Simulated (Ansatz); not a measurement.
**Band structure of Yb**

```yaml
crystal:
  lattice:
    - [0.00000, 2.72463, 2.72463]
    - [2.72463, 0.00000, 2.72463]
    - [2.72463, 2.72463, 0.00000]
  atoms:
    - { symbol: Yb, position: [0.00000, 0.00000, 0.00000] }
```

Conventional cell: a = 5.449 Å, b = 5.449 Å, c = 5.449 Å, α = 90.00°, β = 90.00°, γ = 90.00°. Around Yb (atom 1) lie 12 Yb at 3.85 Å.

The cell is the one relaxed in the Materials Project (mp-162), not relaxed further here; entries there can be hypothetical.

Semilocal functionals without a Hubbard term describe localised f shells poorly; where the shell is localised, the real material differs.

Spin–orbit coupling is left out, though it moves levels of the heavy atoms by tenths of an eV or more.

The calculation used DFT, PBEsol, all-electron LAPW, scalar-relativistic (Ansatz 0.2.0).

Settings: a Γ-centred 12×12×12 k mesh, Fermi–Dirac smearing of 0.03 eV, basis error target 1 meV/atom, no spin polarisation.

Points in fractions of the reciprocal vectors of this cell: Γ (0, 0, 0), X (0.5, 0, 0.5), U (0.625, 0.25, 0.625), K (0.375, 0.375, 0.75), L (0.5, 0.5, 0.5), W (0.5, 0.25, 0.75). The path joins them by straight lines in the order Γ–X–U–K–Γ–L–W–X; legs that retrace an earlier one aren't tabulated. Energies are in eV from the Fermi level.

Problem. Metal or insulator at this level of theory?

Solution. No gap opens: metallic or semimetallic.

Problem. Tabulate bands 14 to 19, counted from the lowest band of the run, along the path.

Solution. 
```tsv
k (1/Å)	point	band 14	band 15	band 16	band 17	band 18	band 19
0.00	Γ	-0.36	-0.28	-0.28	-0.28	2.75	2.75
0.16		-0.35	-0.28	-0.28	-0.28	2.56	2.83
0.33		-0.35	-0.30	-0.30	-0.29	2.10	3.05
0.49		-0.34	-0.31	-0.31	-0.31	1.55	2.95
0.66		-0.34	-0.33	-0.32	-0.32	1.04	2.18
0.82		-0.35	-0.34	-0.31	-0.31	0.63	1.63
0.99		-0.35	-0.34	-0.30	-0.30	0.36	1.38
1.15	X	-0.35	-0.32	-0.30	-0.30	0.26	1.36
1.21		-0.35	-0.32	-0.30	-0.30	0.27	1.35
1.27		-0.35	-0.32	-0.30	-0.30	0.28	1.32
1.33		-0.35	-0.32	-0.30	-0.30	0.30	1.28
1.39		-0.35	-0.32	-0.30	-0.29	0.30	1.22
1.44		-0.35	-0.32	-0.30	-0.26	0.29	1.16
1.50		-0.35	-0.31	-0.30	-0.21	0.24	1.10
1.56	U	-0.34	-0.31	-0.30	-0.11	0.14	1.03
1.66		-0.34	-0.31	-0.30	-0.05	0.11	1.00
1.76		-0.34	-0.33	-0.30	0.00	0.13	0.99
1.86		-0.35	-0.34	-0.31	0.03	0.15	0.99
1.96		-0.35	-0.34	-0.31	0.03	0.15	0.99
2.07		-0.34	-0.33	-0.30	0.00	0.13	0.99
2.17		-0.34	-0.31	-0.30	-0.05	0.11	1.00
2.27	K	-0.34	-0.31	-0.30	-0.11	0.14	1.03
2.44		-0.33	-0.33	-0.31	-0.29	0.47	0.91
2.62		-0.34	-0.32	-0.31	-0.29	0.93	1.19
2.79		-0.33	-0.32	-0.32	-0.29	1.15	1.94
2.97		-0.33	-0.33	-0.31	-0.29	1.54	2.57
3.14		-0.34	-0.31	-0.30	-0.28	2.05	2.88
3.32		-0.35	-0.29	-0.28	-0.28	2.54	2.82
3.49	Γ	-0.36	-0.28	-0.28	-0.28	2.75	2.75
3.63		-0.35	-0.28	-0.28	-0.28	2.60	2.81
3.78		-0.35	-0.30	-0.30	-0.28	2.22	2.93
3.92		-0.34	-0.31	-0.31	-0.28	1.74	2.99
4.06		-0.34	-0.31	-0.31	-0.28	1.24	2.90
4.20		-0.35	-0.30	-0.30	-0.28	0.77	2.74
4.35		-0.36	-0.30	-0.30	-0.27	0.36	2.61
4.49	L	-0.36	-0.29	-0.29	-0.27	0.17	2.56
4.60		-0.36	-0.29	-0.29	-0.28	0.16	2.45
4.72		-0.36	-0.29	-0.29	-0.29	0.12	2.15
4.84		-0.36	-0.31	-0.29	-0.27	0.07	1.77
4.95		-0.36	-0.32	-0.30	-0.22	0.04	1.39
5.07		-0.35	-0.33	-0.30	0.03	0.05	1.06
5.19		-0.34	-0.34	-0.31	0.05	0.49	0.82
5.30	W	-0.34	-0.34	-0.32	0.07	0.73	0.73
5.39		-0.35	-0.33	-0.32	0.01	0.61	0.85
5.47		-0.35	-0.33	-0.32	-0.13	0.51	0.97
5.55		-0.35	-0.32	-0.32	-0.23	0.42	1.09
5.63		-0.35	-0.32	-0.31	-0.27	0.36	1.20
5.72		-0.35	-0.32	-0.31	-0.29	0.30	1.28
5.80		-0.35	-0.32	-0.30	-0.30	0.27	1.34
5.88	X	-0.35	-0.32	-0.30	-0.30	0.26	1.36
```
